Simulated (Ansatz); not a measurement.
**Sb: pressure against volume**

Sb, R-3m, a = 4.323 Å, c = 11.039 Å. Ansatz: PBE+D3(BJ), PAW, 420 eV, Γ-centred 12×12×12 mesh on 2 atoms, Gaussian smearing 0.10 eV; no spin polarisation. Shape and atoms are relaxed at each volume; pressure is positive in compression.

| V (Å³/atom) | P (GPa) |
| --- | --- |
| 26.206 | ? |
| 27.100 | 5.22 |
| 27.993 | 3.12 |
| 28.887 | 1.43 |
| 29.780 | 0.01 |
| 30.673 | -1.21 |
| 31.567 | -2.15 |
| 32.758 | -3.01 |

**Question.** Take V0 = 29.780 Å³/atom, count pressures from its P0 = 0.01 GPa, fit the third-order Birch–Murnaghan form to the other rows, and predict the missing pressure.

**Answer.** With the Eulerian strain f = ½[(V0/V)^(2/3) − 1] and y = (P − P0)/[3f(1 + 2f)^(5/2)], the form is the line y = B0 + 1.5 B0 (B0′ − 4) f. Rows (f, y): 0.03244, 45.7; 0.02106, 44.4; 0.01025, 43.9; -0.00975, 43.8; -0.01905, 41.6; -0.03078, 38.3. Means f = 0.0006950, y = 42.950; Σ(Δf)² = 0.003003, ΣΔfΔy = 0.2900; the slope is their ratio. y = 42.88 + 96.57 f GPa, so B0 = 42.9 GPa and B0′ = 4 + 2 × (96.57)/(3 × 42.88) = 5.50. At V = 26.206, f = 0.04449, y = 47.18 and P = 7.80 GPa. The run gave 7.06 GPa, so the fit is 0.74 GPa too high, 7.3 % of the span of the series, against an rms of 0.06 GPa on the fitted rows. The row lies outside the fitted range. The points of y bend away from a line: a fourth-order term fitted to them gives P = 7.33 GPa at this row's volume (the line 7.80, the run 7.06).